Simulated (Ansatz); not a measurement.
Level of theory: DFT, RPBE, plane waves (420 eV) with PAW, scalar-relativistic in Ansatz. The PAW files were generated under PBE, with cores re-solved for the functional.

An element in the hcp structure gives this curve. The cell is scaled uniformly from the relaxed one, with fractional coordinates and shape fixed. Energies are extrapolated to zero smearing, pressures are those at the given smearing. Magnetic state: ferromagnetic.

```json
{"V (Å³/atom)": "13.981", "E − E₀ (meV/atom)": "135.1", "P (GPa)": "26.00", "sphere moment (μB)": "0.21"}
{"V (Å³/atom)": "14.616", "E − E₀ (meV/atom)": "54.3", "P (GPa)": "14.99", "sphere moment (μB)": "0.30"}
{"V (Å³/atom)": "15.252", "E − E₀ (meV/atom)": "12.1", "P (GPa)": "6.47", "sphere moment (μB)": "0.35"}
{"V (Å³/atom)": "15.887", "E − E₀ (meV/atom)": "0.0", "P (GPa)": "-0.11", "sphere moment (μB)": "0.38"}
{"V (Å³/atom)": "16.523", "E − E₀ (meV/atom)": "10.9", "P (GPa)": "-5.16", "sphere moment (μB)": "0.39"}
{"V (Å³/atom)": "17.158", "E − E₀ (meV/atom)": "39.5", "P (GPa)": "-9.02", "sphere moment (μB)": "0.40"}
{"V (Å³/atom)": "17.794", "E − E₀ (meV/atom)": "81.6", "P (GPa)": "-11.94", "sphere moment (μB)": "0.40"}
```

Q: Which element is it?
A. silicon
B. tungsten
C. rhenium
D. palladium

A: D. Its fit is V₀ = 15.88 Å³/atom, B₀ = 145 GPa, B₀′ = 5.5.
